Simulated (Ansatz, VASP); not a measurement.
**Tl in VASP and in Ansatz**

Contents of INCAR:

```
SYSTEM = Tl
AGGAC = 1.0 ; AGGAX = 1.0
ALDAC = 0.0 ; ALDAX = 1.0
ALGO = Normal ; EDIFF = 1E-7
ENCUT = 520 ; GGA = B5
ISIF = 2 ; ISMEAR = -1
LASPH = .True. ; LCHARG = .False.
LREAL = .False. ; LWAVE = .False.
NBANDS = 12 ; NELM = 80
PREC = Accurate ; SIGMA = 0.1
```

Contents of KPOINTS:

```
k-points
0
Gamma
  12 12 12
  0 0 0
```

File POSCAR:

```
Tl
1.0
   -2.0434201256      2.0434201256      2.0434201256
    2.0434201256     -2.0434201256      2.0434201256
    2.0434201256      2.0434201256     -2.0434201256
Tl
1
Direct
    0.0000000000      0.0000000000      0.0000000000
```

Input for Ansatz:

```yaml
crystal:
  lattice:
    - [-2.0434201256, 2.0434201256, 2.0434201256]
    - [2.0434201256, -2.0434201256, 2.0434201256]
    - [2.0434201256, 2.0434201256, -2.0434201256]
  atoms:
    - { symbol: Tl, position: [0.0, 0.0, 0.0] }
hamiltonian:
  xc: blyp
  pseudopotentials:
    kind: paw
    azcp:
      Tl: "pseudopotentials/Tl.paw.azcp"
basis:
  ecutwfc: 420
  fft_grid_basis: typed
kpoints:
  mp_grid: { grid: [12, 12, 12], shift: [0, 0, 0] }
magnetization:
  spin_polarized: false
scf:
  occupations: { method: fermi_dirac, width: 0.1 }
  lower_state_search: "off"
output:
  stress: true
```

Alike in both runs: task single point; functional BLYP; k mesh 12 × 12 × 12; occupations fermi-dirac, width 0.1 eV; no spin polarisation.

|  | VASP | Ansatz |
| --- | --- | --- |
| version | VASP 6.6.1 | Ansatz 0.2.0 |
| potentials or method | VASP PAW PBE potentials, release 64 (Tl_d) | plane waves (420 eV) with PAW, scalar-relativistic |
| plane-wave cutoff (eV) | 520 | 420 |
| valence electrons in the cell | 13 | 13 |

|  | VASP | Ansatz | Ansatz less VASP |
| --- | --- | --- | --- |
| pressure (GPa) | 0.8 | 0.8 | -0.02 |

Caveats: the PAW data sets were made with another functional, which shifts forces and pressure a little (VASP). Spin-orbit coupling is left out, which matters for the levels of Tl.
